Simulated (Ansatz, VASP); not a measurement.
# La2O3: VASP beside Ansatz

```
CELL_PARAMETERS angstrom
3.93520 0.00000 0.00000
-1.96760 3.40798 0.00000
0.00000 0.00000 6.12577
ATOMIC_POSITIONS crystal
La 0.66667 0.33333 0.75388
La 0.33333 0.66667 0.24612
O 0.66667 0.33333 0.35388
O 0.33333 0.66667 0.64612
O 0.00000 0.00000 0.00000
```

Alike in both runs: functional r2SCAN; k mesh 6 × 6 × 4; occupations gaussian, width 0.02 eV; no spin polarisation.

Ansatz relaxed the structure, and its values are those at the end. VASP's run is a single point on that final structure, the one shown.

```csv
,VASP,Ansatz
version,VASP 6.6.1,Ansatz 0.2.0
potentials or method,"VASP PAW PBE potentials, release 64 (La, O)","scalar-relativistic, plane waves, PAW"
plane-wave cutoff (eV),520,500
valence electrons in the cell,40,40
```

|  | VASP | Ansatz | Ansatz less VASP |
| --- | --- | --- | --- |
| gap on the k mesh at the Fermi level (eV) | 4.24 | 4.23 | -0.014 |
| least direct gap on the mesh (eV) | 4.36 | 4.35 | -0.019 |
| pressure (GPa) | -0.5 | 0.0 | +0.48 |
| rms of the force components (eV/Å) | 0.010 | 0.000 | -0.0096 |

Caveats: the PAW data sets were made with another functional, which shifts forces and pressure a little (VASP); spin-orbit coupling is left out, which moves the levels of the heavy elements. A k mesh can miss the band edges. r2SCAN opens gaps a little over a GGA but as a rule still falls short of measured ones.
